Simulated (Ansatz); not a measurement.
# Li2S (Fm-3m): zero-pressure volume and bulk modulus with revPBE + D3(BJ)

An exercise on one series of results from a longer session: the logs are not shown, and one member is left open.

Method: DFT revPBE + D3(BJ), scalar-relativistic, plane waves, PAW, in Ansatz 0.2.0.

2 further runs of the same task are left out: 1 that didn't finish, 1 set aside as unsound or not needed. Runs told in other sessions of the task aren't counted.

## The starting structure

The structure is cubic, space group Fm-3m (No. 225). Conventional cell: a = 5.708 Å, b = 5.708 Å, c = 5.708 Å, α = 90.00°, β = 90.00°, γ = 90.00°. Around Li (site symmetry -43m) lie 4 S at 2.47 Å. S (site symmetry m-3m) is surrounded by 8 Li at 2.47 Å.

As a file:

```
Li S
1.0
     0.00000    2.85400    2.85400
     2.85400    0.00000    2.85400
     2.85400    2.85400    0.00000
Li S
2 1
Cartesian
  1.4270 1.4270 1.4270
  4.2810 4.2810 4.2810
  0.0000 0.0000 0.0000
```

This cell comes from an earlier session at PBE: 15.498 Å³/atom at -0.05 GPa, on a 8×8×8 mesh, mesh gap 3.39 eV.

The first run:

Contents of input.yaml:

```yaml
crystal:
  lattice:
    - [0.0, 2.8540007422, 2.8540007422]
    - [2.8540007422, 0.0, 2.8540007422]
    - [2.8540007422, 2.8540007422, 0.0]
  atoms:
    - { symbol: Li, position: [0.25, 0.25, 0.25] }
    - { symbol: Li, position: [0.75, 0.75, 0.75] }
    - { symbol: S, position: [0.0, 0.0, 0.0] }
basis:
  ecutwfc: 420
  ecutrho_ratio: 4
kpoints:
  mp_grid: { grid: [8, 8, 8] }
hamiltonian:
  xc: revpbe
  dispersion: d3bj
scf:
  occupations: { method: gaussian, width: 0.05 }
output:
  forces: true
  stress: true
  eigenvalues: true
```

On the command line:

```console
$ ansatz run input.yaml --threads 4 --pin off --max-ram 8192MiB --backend cpu --events-out ev --progress --plain --runs-dir out
```

Steps of the session up to this table: At the given cell; Stepping to 15.044 Å³/atom; Stepping to 13.874 Å³/atom; Volume × 0.98 of the new zero; Volume × 1.02 of the new zero; Volume × 0.96 of the new zero; Volume × 1.04 of the new zero.

One of the session's tables, all rows but one given; the rest of the session is left out.

It belongs to the step «Energy and pressure against volume». 

```
volume (Å³/atom)  energy (meV/atom)  pressure (GPa)
          13.319               3.42            2.10
          13.596               0.78            0.97
          13.874               0.00           -0.06
          14.151                  ?               ?
          14.429               3.36           -1.83
```

Q: Estimate the row for volume (Å³/atom) = 14.151 from the others.

Worked estimate for «energy (meV/atom)». A straight line through the neighbours (13.874, 0.00) and (14.429, 3.36) gives 0.00 + (3.36 − 0.00) × (14.151 − 13.874) / (14.429 − 13.874) = 1.68; a parabola fitted to 3 rows on both sides gives 0.86.

The run gave: energy (meV/atom): 0.91; pressure (GPa): -0.98. In «energy (meV/atom)» the line misses by +0.77 and the parabola by -0.05.
